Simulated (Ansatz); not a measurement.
Here is an Ansatz 0.2.0 calculation.

Contents of input.yaml:

```yaml
crystal:
  lattice:
    - [0.0, 2.82685, 2.82685]
    - [2.82685, 0.0, 2.82685]
    - [2.82685, 2.82685, 0.0]
  atoms:
    - { symbol: As, position: [0.75, 0.75, 0.75] }
    - { symbol: Ga, position: [0.0, 0.0, 0.0] }
hamiltonian:
  xc: r2scanh
  pseudopotentials: { kind: paw }
kpoints:
  mp_grid: { grid: [4, 4, 4] }
  band_path:
    path:
      - [[0.0, 0.0, 0.0], [0.5, 0.0, 0.5], [0.5, 0.25, 0.75], [0.375, 0.375, 0.75], [0.0, 0.0, 0.0], [0.5, 0.5, 0.5], [0.625, 0.25, 0.625], [0.5, 0.25, 0.75], [0.5, 0.5, 0.5], [0.375, 0.375, 0.75]]
      - [[0.625, 0.25, 0.625], [0.5, 0.0, 0.5]]
    npoints: 4
scf:
  occupations: { method: fermi_dirac, width: 0.05 }
  n_extra_bands: 6
output:
  forces: true
  stress: true
  eigenvalues: true
  fatbands: false
```

Potentials or basis: Ansatz PAW.

The run is started by

```console
$ ansatz run input.yaml --threads 2 --pin off --max-ram 5632MiB --backend cpu --events-out ev --progress --plain --runs-dir out
```

Task: Estimate the pressure.

Result: 0.3 GPa.

Task: Predict the band gap along the path.

Result: 1.55 eV, direct.

Task: What does it give for the band gap on the k mesh?

Result: 1.55 eV, direct.

Levels at the corners of the path, in eV from the valence-band top:
```csv
point,band 11,band 12,band 13,band 14,band 15,band 16,band 17,band 18
Γ,-13.66,0.00,0.00,0.00,1.55,4.58,4.58,4.58
X,-10.95,-7.24,-2.88,-2.88,2.20,2.43,11.60,11.60
W,-10.89,-7.03,-3.78,-3.55,5.57,5.65,6.49,7.02
K,-10.99,-7.03,-4.12,-2.43,2.75,5.59,9.20,9.26
Γ,-13.66,0.00,0.00,0.00,1.55,4.58,4.58,4.58
L,-11.76,-7.07,-1.23,-1.23,1.87,5.53,5.53,8.82
U,-10.99,-7.03,-4.12,-2.43,2.75,5.59,9.20,9.26
W,-10.89,-7.03,-3.78,-3.55,5.57,5.65,6.49,7.02
L,-11.76,-7.07,-1.23,-1.23,1.87,5.53,5.53,8.82
K,-10.99,-7.03,-4.12,-2.43,2.75,5.59,9.20,9.26
U,-10.99,-7.03,-4.12,-2.43,2.75,5.59,9.20,9.26
X,-10.95,-7.24,-2.88,-2.88,2.20,2.43,11.60,11.60
```

Caveat: the k mesh is coarse (spacing up to 0.48 Å⁻¹), so the values aren't converged, least of all with exact exchange; the PAW data sets come from PBE, with cores solved anew for the run's functional, which leaves a small shift of forces and pressure; the thresholds are loose for stress.
